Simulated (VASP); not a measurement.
Input of a VASP 6.6.1 run:

INCAR

```
ALGO = Normal
EDIFF = 1E-7
EDIFFG = -0.005
ENCUT = 520
GGA = PE
IBRION = 2
ISIF = 3
ISMEAR = 0
LASPH = True
LCHARG = False
LREAL = False
LWAVE = False
NELM = 120
NSW = 60
POTIM = 0.3
PREC = Accurate
SIGMA = 0.03
```

KPOINTS

```
k-points
0
Gamma
  8 8 8
```

POSCAR

```
BeTe                                    
1.0
    0.0000000000      2.8339925459      2.8339925459
    2.8339925459     -0.0000000000      2.8339925459
    2.8339925459      2.8339925459     -0.0000000000
  Be              Te            
     1     1
Direct
     0.0000000000000000    0.0000000000000000    0.0000000000000000
     0.7500000000000000    0.7500000000000000    0.7500000000000000
```

Potentials or basis: VASP PAW PBE potentials, release 64 (Be, Te).

The run is started by

```bash
$ cat potpaw_PBE.64/Be/POTCAR potpaw_PBE.64/Te/POTCAR > POTCAR
$ mpirun -np 1 vasp_std > vasp.out
```

Estimate the band gap on the k mesh.

2.02 eV, indirect (least direct gap 3.63 eV).

Final structure:
```
CELL_PARAMETERS angstrom
0.00000 2.83399 2.83399
2.83399 0.00000 2.83399
2.83399 2.83399 0.00000
ATOMIC_POSITIONS crystal
Be 0.00000 0.00000 0.00000
Te 0.75000 0.75000 0.75000
```

Caveat: the relaxation stopped at its first step, so nothing moved; spin-orbit coupling is left out, which moves the levels of the heavy elements. A k mesh can miss the band edges.
